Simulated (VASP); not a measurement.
Wanted: the native input for a VASP 6.6.1 run.

- Task: relaxation of the atoms
- Functional: LDA
- Potentials or basis: VASP PAW LDA potentials, release 64 (Sr_sv, O)
- Cutoff: 600 eV
- k mesh: 10 × 10 × 10
- Occupations: gaussian, width 0.03 eV
- Spin: no spin polarisation
- Further INCAR settings: ALGO = Normal; EDIFF = 1e-07; IBRION = 2; EDIFFG = -0.01; NSW = 40

The structure of SrO lies in POSCAR:

```
SrO                                     
1.0
    0.0000000000      2.5875135875      2.5875135875
    2.5875135875      0.0000000000      2.5875135875
    2.5875135875      2.5875135875      0.0000000000
  Sr              O             
     1     1
Direct
     0.5000000000000000    0.5000000000000000    0.5000000000000000
     0.0000000000000000    0.0000000000000000    0.0000000000000000
```

The cell isn't the ideal one: a relaxed cell with its volume scaled by 1.06.

These files were run (other wordings do the same):

INCAR

```
SYSTEM = SrO
  PREC = Accurate
  ENCUT = 600
  EDIFF = 1E-7
  ISMEAR = 0
  SIGMA = 0.03
  LREAL = .False.
  LASPH = .True.
  NELM = 80
  ALGO = Normal
  ISIF = 2
  LWAVE = .False.
  LCHARG = .False.
  IBRION = 2
  NSW = 40
  EDIFFG = -0.01
```

KPOINTS

```
Automatic mesh
0
Gamma
  10 10 10
  0 0 0
```

Potentials or basis: VASP PAW LDA potentials, release 64 (Sr_sv, O).

Run with:

```bash
$ cat potpaw_LDA.64/Sr_sv/POTCAR potpaw_LDA.64/O/POTCAR > POTCAR
$ mpirun -np 1 vasp_std > vasp.out
```

Results of the run:

- Pressure after relaxing: -5.3 GPa
- Band gap on the k mesh: 3.11 eV, indirect (least direct gap 3.21 eV)

Caveat: the relaxation stopped at its first step, so nothing moved.

It took 12 s on 1 thread of Intel(R) Xeon(R) 6975P-C (Granite Rapids), with other jobs on the host, peak memory 0.16 GiB.
